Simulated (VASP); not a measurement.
# Ru (P6_3/mmc) in VASP: a series of runs

Runs on Ru. Level: PBEsol. Tasks: relaxation of cell and atoms.

Program: VASP 6.6.1. These are calculated values, not measurements. Logs are shortened: lines on timing, memory, paths and dates and some standing lists are left out, and cuts for length are marked.

## (1) Starting point

It takes space group P6_3/mmc (No. 194, hexagonal). The conventional cell has a = 2.688 Å, b = 2.688 Å, c = 4.255 Å, α = 90.00°, β = 90.00°, γ = 120.00°. Around Ru (site symmetry -6m2) lie 12 Ru at 2.63 to 2.69 Å.

## (2) Relaxation of cell and atoms, PBEsol

File INCAR:

```
ALGO = Normal
EDIFF = 1E-7
EDIFFG = -0.005
ENCUT = 600
GGA = PS
IBRION = 2
ISIF = 3
ISMEAR = 1
LASPH = T
LCHARG = F
LREAL = F
LWAVE = F
NELM = 80
NSW = 90
PREC = Accurate
SIGMA = 0.1
```

File KPOINTS:

```
k-points
0
Gamma
  15 15 9
```

File POSCAR:

```
Ru                                      
1.0
    2.6882645204      0.0000000000      0.0000000000
   -1.3441322602      2.3281053668     -0.0000000000
   -0.0000000000      0.0000000000      4.2552987693
  Ru            
     2
Direct
     0.3333333332999970    0.6666666667000030    0.2500000000000000
     0.6666666667000030    0.3333333332999970    0.7500000000000000
```

Potentials or basis: VASP PAW PBE potentials, release 64 (Ru_pv).

Command:

```sh
cat potpaw_PBE.64/Ru_pv/POTCAR > POTCAR
mpirun -np 1 vasp_std > vasp.out
```

OUTCAR:

```text
EDIFF = 1E-7
   EDIFFG = -0.005
   ENCUT = 600
   GGA = PS
   IBRION = 2
   ISIF = 3
   ISMEAR = 1
   LASPH = T
   LREAL = F
   NELM = 80
   NSW = 90
   PREC = Accurate

 ion  position               nearest neighbor table
   1  0.333  0.667  0.250-   2 2.63   2 2.63   2 2.63   2 2.63   2 2.63   2 2.63
   2  0.667  0.333  0.750-   1 2.63   1 2.63   1 2.63   1 2.63   1 2.63   1 2.63

  LATTYP: Found a hexagonal cell.
 ALAT       =     2.6882645204
 C/A-ratio  =     1.5829166873

  Lattice vectors:

 A1 = (   2.6882645204,   0.0000000000,   0.0000000000)
 A2 = (  -1.3441322602,   2.3281053668,   0.0000000000)
 A3 = (   0.0000000000,   0.0000000000,   4.2552987693)

Analysis of symmetry for initial positions (statically):
=====================================================================
 Subroutine PRICEL returns:
 Original cell was already a primitive cell.

 Routine SETGRP: Setting up the symmetry group for a
 hexagonal supercell.

 Subroutine GETGRP returns: Found 24 space group operations
 (whereof 12 operations were pure point group operations)
 out of a pool of 24 trial point group operations.

The static configuration has the point symmetry D_3d.
 The point group associated with its full space group is D_6h.

Analysis of symmetry for dynamics (positions and initial velocities):
=====================================================================
 Subroutine PRICEL returns:
 Original cell was already a primitive cell.

 Routine SETGRP: Setting up the symmetry group for a
 hexagonal supercell.

 Subroutine GETGRP returns: Found 24 space group operations
 (whereof 12 operations were pure point group operations)
 out of a pool of 24 trial point group operations.

The dynamic configuration has the point symmetry D_3d.
 The point group associated with its full space group is D_6h.

 Subroutine INISYM returns: Found 24 space group operations
 (whereof 12 operations are pure point group operations),
 and found     1 'primitive' translations

----------------------------------------------------------------------------------------

                                     Primitive cell

  volume of cell :      26.6321

  direct lattice vectors                    reciprocal lattice vectors
     2.688264520  0.000000000  0.000000000     0.371987203  0.214766912  0.000000000
    -1.344132260  2.328105367  0.000000000     0.000000000  0.429533824  0.000000000
     0.000000000  0.000000000  4.255298769     0.000000000  0.000000000  0.235001125

[... 90 lines left out ...]
   ISYM   =      2    0-nonsym 1-usesym 2-fastsym
   POTIM  = 0.5000    time-step for ionic-motion
   TEBEG  =    0.0;   TEEND  =   0.0 temperature during run
   PSTRESS=    0.0 pullay stress
   NELECT =      28.0000    total number of electrons
   NUPDOWN=      -1.0000    fix difference up-down
   EMIN   =  10.00;   EMAX   =-10.00  energy-range for DOS
   EFERMI =   0.00;   METHOD = LEGACY
   ISMEAR =     1;   SIGMA  =   0.10  broadening in eV -4-tet -1-fermi 0-gaus
   EFERMI_NEDOS =   21; number of points for ismear=-14 and -15
   IALGO  =     38    algorithm
   IMIX   =      4    mixing-type and parameters
     AMIX     =   0.40;   BMIX     =  1.00
     AMIX_MAG =   1.60;   BMIX_MAG =  1.00
  volume/ion in A,a.u.               =      13.32        89.86
  Fermi-wavevector in a.u.,A,eV,Ry     =   1.664662  3.145754 37.703078  2.771098
  Thomas-Fermi vector in A             =   2.751166
   LORBIT       =      0    0 simple, 1 ext, 2 COOP (PROOUT), +10 PAW based schemes
   GGA     = PS    functional components
   LHFCALC =     F    Hartree Fock is set to
   AEXX    =    0.0000 exact exchange contribution
   IVDW    =     0    specifies the selected vdW correction
   LEPSILON=     F    determine dielectric tensor
   LRPA    =     F    only Hartree local field effects (RPA)
 conjugate gradient relaxation of ions
 non-spin polarized calculation
 Methfessel and Paxton  Order N= 1 SIGMA  =   0.10
  energy-cutoff  :      600.00
  volume of cell :       26.63
 maximum number of plane-waves:       917
 NGX is ok and might be reduce to    24
   NGX = 11   NGY = 11   NGZ = 17

--------------------------------------- Ionic step        1  -------------------------------------------

 number of electron      27.9999996 magnetization

 Free energy of the ion-electron system (eV)
  ---------------------------------------------------
  ext. energy  EPLUGINS =         0.00000000
  ---------------------------------------------------
  free energy    TOTEN  =       -20.34713445 eV

  energy without entropy =      -20.34589672  energy(sigma->0) =      -20.34672187

------------------------ aborting loop because EDIFF is reached ----------------------------------------

  FORCE on cell =-STRESS in cart. coord.  units (eV):
  Direction    XX          YY          ZZ          XY          YZ          ZX
  --------------------------------------------------------------------------------------
  -------------------------------------------------------------------------------------
  Total       -0.0195571     -0.0195571     -0.0030705      0.0000000     -0.0000000      0.0000000
  in kB       -1.1765508     -1.1765508     -0.1847230      0.0000000     -0.0000000      0.0000000
  external PRESSURE =      -0.8459416 kB  Pullay stress =       0.0000000 kB
[... 59 lines left out ...]
--------------------------------------- Ionic step        3  -------------------------------------------

 number of electron      27.9999996 magnetization

 Free energy of the ion-electron system (eV)
  ---------------------------------------------------
  ext. energy  EPLUGINS =         0.00000000
  ---------------------------------------------------
  free energy    TOTEN  =       -20.34713715 eV

  energy without entropy =      -20.34590722  energy(sigma->0) =      -20.34672718

 E-fermi :  13.0388     XC(G=0): -14.4033

 val. band max:       13.0338012367   @ k =   0.2667   0.2000   0.2222
 cond. band min:      13.0411285373   @ k =   0.2667   0.0000   0.3333
 fundamental gap:      0.0073273006
 Fermi energy:        13.0388139042

 k-point     1 :       0.0000    0.0000    0.0000
  band No.  band energies     occupation
      1     -30.6157      2.00000
      2     -29.6200      2.00000
      3     -29.6200      2.00000
      4     -29.4386      2.00000
      5     -29.4386      2.00000
      6     -29.3897      2.00000
[... 481 lines left out ...]
      5     -29.7688      2.00000
      6     -29.7484      2.00000
[... 10 lines left out ...]
     17      18.5137      0.00000
     18      19.9915      0.00000

 [... further k-points ...]
[... 5 lines left out ...]
  --------------------------------------------------------------------------------------
  -------------------------------------------------------------------------------------
  Total        0.0004296      0.0004296      0.0091661      0.0000000     -0.0000000      0.0000000
  in kB        0.0258520      0.0258520      0.5515891      0.0000000     -0.0000000      0.0000000
  external PRESSURE =       0.2010977 kB  Pullay stress =       0.0000000 kB
[... 17 lines left out ...]
  FREE ENERGIE OF THE ION-ELECTRON SYSTEM (eV)
  ---------------------------------------------------
  free  energy   TOTEN  =       -20.3471371532 eV

  energy  without entropy=      -20.3459072219  energy(sigma->0) =      -20.34672718

 reached required accuracy - stopping structural energy minimisation
```

It took 44 s on 1 thread of Intel Xeon 6975P-C (Granite Rapids), shared host; peak memory 0.21 GiB.

Results:

- Free energy: -20.3471 eV
- Relaxed volume: 13.31 Å³/atom
- Relaxed cell: a = 2.688 Å, b = 2.688 Å, c = 4.255 Å, α = 90.00°, β = 90.00°, γ = 120.00°
- Space group after relaxing (to 0.05 Å): P6_3/mmc (No. 194)
- Energy gained by relaxing: 0.0 meV/atom
- Ionic steps: 3
- Pressure after relaxing: 0.0 GPa
- Band gap on the k mesh: none (metal or under the smearing width)

Final structure:
```
CELL_PARAMETERS angstrom
2.68790 0.00000 0.00000
-1.34395 2.32779 0.00000
0.00000 0.00000 4.25521
ATOMIC_POSITIONS crystal
Ru 0.33333 0.66667 0.25000
Ru 0.66667 0.33333 0.75000
```

Levels at points of the mesh, in eV from the Fermi level:
| k point | band 10 | band 11 | band 12 | band 13 | band 14 | band 15 | band 16 | band 17 | band 18 |
| --- | --- | --- | --- | --- | --- | --- | --- | --- | --- |
| (0.00, 0.00, 0.00) | -2.67 | -2.48 | -1.96 | -1.96 | -1.40 | -1.40 | 1.25 | 1.25 | 1.28 |

Caveat: the PAW data sets were made with another functional, which shifts forces and pressure a little.

## (3) Relaxation of cell and atoms, PBEsol

This run uses another cell than the first one, of 13.57 Å³/atom, 1.019 times its volume.

File INCAR:

```
SYSTEM = Ru
PREC = Accurate
ENCUT = 600
EDIFF = 1E-6
ISMEAR = 1
SIGMA = 0.1
LREAL = .False.
LASPH = .True.
NELM = 80
ALGO = Normal
ISIF = 3
LWAVE = .False.
LCHARG = .False.
GGA = PS
IBRION = 2
NSW = 90
EDIFFG = -0.01
KPAR = 2
```

File KPOINTS:

```
Automatic mesh
0
Gamma
  15 15 9
  0 0 0
```

File POSCAR:

```
Ru
1.0
    2.7058000000      0.0000000000      0.0000000000
   -1.3529000000      2.3432915376      0.0000000000
    0.0000000000      0.0000000000      4.2819000000
Ru
2
Direct
    0.3333333333      0.6666666667      0.2500000000
    0.6666666667      0.3333333333      0.7500000000
```

Potentials or basis: VASP PAW PBE potentials, release 64 (Ru_pv).

Command:

```sh
cat potpaw_PBE.64/Ru_pv/POTCAR > POTCAR
mpirun -np 2 vasp_std > vasp.out
```

Run time: 84 s. Hardware: 2 MPI ranks of AMD EPYC 9R45 (Zen 5), shared host; peak memory 0.18 GiB.

It converged, with:

```yaml
Free_energy: -20.3477 eV
Relaxed_volume: 13.32 Å³/atom
Relaxed_cell: a = 2.688 Å, b = 2.688 Å, c = 4.255 Å, α = 90.00°, β = 90.00°, γ = 120.00°
Space_group_after_relaxing_to_0.05_Å: P6_3/mmc (No. 194)
Energy_gained_by_relaxing: 5.4 meV/atom
Ionic_steps: 7
Pressure_after_relaxing: 0.0 GPa
Band_gap_on_the_k_mesh: none (metal or under the smearing width)
```

Stress tensor (GPa, compression positive):
```
-0.08  0.00  0.00
 0.00 -0.08  0.00
 0.00  0.00  0.03
```

The path:
```csv
step,energy change (eV),largest force (eV/Å),pressure (GPa),volume (Å³)
1,0.0000,0.0000,-6.50,27.15
2,0.1056,0.0000,25.00,25.04
3,-0.0108,0.0000,-0.16,26.64
4,-0.0108,0.0000,-0.02,26.63
5,-0.0108,0.0000,0.12,26.62
6,-0.0108,0.0000,-0.38,26.65
7,-0.0108,0.0000,-0.04,26.63
```

Final structure:
```
Ru
1.0
     2.68826    0.00000    0.00000
    -1.34413    2.32811    0.00000
     0.00000    0.00000    4.25530
Ru
2
Direct
  0.33333 0.66667 0.25000
  0.66667 0.33333 0.75000
```

Levels at points of the mesh, in eV from the Fermi level:
| k point | band 10 | band 11 | band 12 | band 13 | band 14 | band 15 | band 16 | band 17 | band 18 |
| --- | --- | --- | --- | --- | --- | --- | --- | --- | --- |
| (0.00, 0.00, 0.00) | -2.66 | -2.48 | -1.96 | -1.96 | -1.41 | -1.41 | 1.25 | 1.25 | 1.28 |

Caveat: the PAW data sets were made with another functional, which shifts forces and pressure a little.

## (4) Relaxation of cell and atoms, PBEsol

Changes to INCAR since step 3:

```diff
@@ -3,3 +3,3 @@
 ENCUT = 600
-EDIFF = 1E-6
+EDIFF = 1E-7
 ISMEAR = 1
@@ -16,3 +16,3 @@
 NSW = 90
-EDIFFG = -0.01
+EDIFFG = -0.005
 KPAR = 2
```

KPOINTS is that of step 3.

File POSCAR:

```
Ru                                      
1.0
    2.6882645202     -0.0000000000      0.0000000000
   -1.3441322601      2.3281053666      0.0000000000
    0.0000000000      0.0000000000      4.2552987756
  Ru            
     2
Direct
     0.3333333332999970    0.6666666667000030    0.2500000000000000
     0.6666666667000030    0.3333333332999970    0.7500000000000000
```

Command:

```sh
cat potpaw_PBE.64/Ru_pv/POTCAR > POTCAR
mpirun -np 2 vasp_std > vasp.out
```

Run time: 45 s. Hardware: 2 MPI ranks of AMD EPYC 9R45 (Zen 5), shared host; peak memory 0.18 GiB.

It converged, with:

```yaml
Free_energy: -20.3471 eV
Relaxed_volume: 13.31 Å³/atom
Relaxed_cell: a = 2.688 Å, b = 2.688 Å, c = 4.255 Å, α = 90.00°, β = 90.00°, γ = 120.00°
Space_group_after_relaxing_to_0.05_Å: P6_3/mmc (No. 194)
Energy_gained_by_relaxing: 0.0 meV/atom
Ionic_steps: 3
Pressure_after_relaxing: 0.0 GPa
Band_gap_on_the_k_mesh: none (metal or under the smearing width)
```

Final structure:
```
Ru
1.0
     2.68790    0.00000    0.00000
    -1.34395    2.32779    0.00000
     0.00000    0.00000    4.25521
Ru
2
Direct
  0.33333 0.66667 0.25000
  0.66667 0.33333 0.75000
```

Levels at points of the mesh, in eV from the Fermi level:
```
           k point  band 11  band 12  band 13  band 14  band 15  band 16  band 17  band 18
(0.00, 0.00, 0.00)    -2.48    -1.96    -1.96    -1.40    -1.40     1.25     1.25     1.28
```

Caveat: the PAW data sets were made with another functional, which shifts forces and pressure a little.
